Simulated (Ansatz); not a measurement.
Input and command of a plane-wave DFT calculation in Ansatz:

```yaml
crystal:
  lattice:
    - [6.2604336858, 0.0, 0.0]
    - [0.0, 6.2604336858, 0.0]
    - [0.0, 0.0, 25.5529336858]
  atoms:
    - { symbol: Cl, position: [0.9992744473, 0.7467956978, 0.6394464587] }
    - { symbol: Cl, position: [0.4996267169, 0.2477223999, 0.6394544676] }
basis:
  ecutwfc: 420
kpoints:
  mp_grid: { grid: [3, 3, 1] }
hamiltonian:
  xc: pbe
  dispersion: d3bj
scf:
  occupations: { method: gaussian, width: 0.1 }
output:
  forces: true
  eigenvalues: true
  write_density: true
  volumetric_format: npy
efield:
  axis: 3
  dipole_correction: true
  ramp_width: 0.04
```

```bash
ansatz run input.yaml --threads 4 --pin off --max-ram 10240MiB --backend cpu --events-out ev --progress --plain --runs-dir out
```

Processor: AMD EPYC 9R45 96-Core Processor (Zen 5), 4 threads, on a host shared with other jobs.

Estimate time, memory and problem size.

About 1.2 s on 4 threads of AMD EPYC 9R45 96-Core Processor (Zen 5) (shared host), peak memory 0.91 GiB. It solves 11 bands at 5 k points (the mesh reduced by symmetry) with about 19625 plane waves, in 11 SCF iterations.
